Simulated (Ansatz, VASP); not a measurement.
**One calculation of Sc, two programs**

```
Sc
1.0
     0.00000    2.28554    2.28554
     2.28554    0.00000    2.28554
     2.28554    2.28554    0.00000
Sc
1
Direct
  0.00000 0.00000 0.00000
```

Change from the starting cell: volume scaled by 1.02, crystal datasets.

Alike in both runs: task electric field gradients; functional PBEsol; k mesh 12 × 12 × 12; occupations fermi-dirac, width 0.03 eV; no spin polarisation.

|  | VASP | Ansatz |
| --- | --- | --- |
| version | VASP 6.6.1 | Ansatz 0.2.0 |
| potentials or method | VASP PAW PBE potentials, release 64 (Sc_sv), cutoff 520 eV | all-electron PAW with datasets made for the crystal, scalar-relativistic |

```tsv
	VASP	Ansatz	Ansatz less VASP
pressure (GPa)	-0.6	-0.6	0.00
Vzz of the field gradient on the site that differs most (V/Å²)	0.0	0.0	0.00
```

Ansatz ran all-electron here, so the differences hold the error of VASP's frozen core and of both bases.

Caveats: the PAW data sets were made with another functional, which shifts forces and pressure a little (VASP).
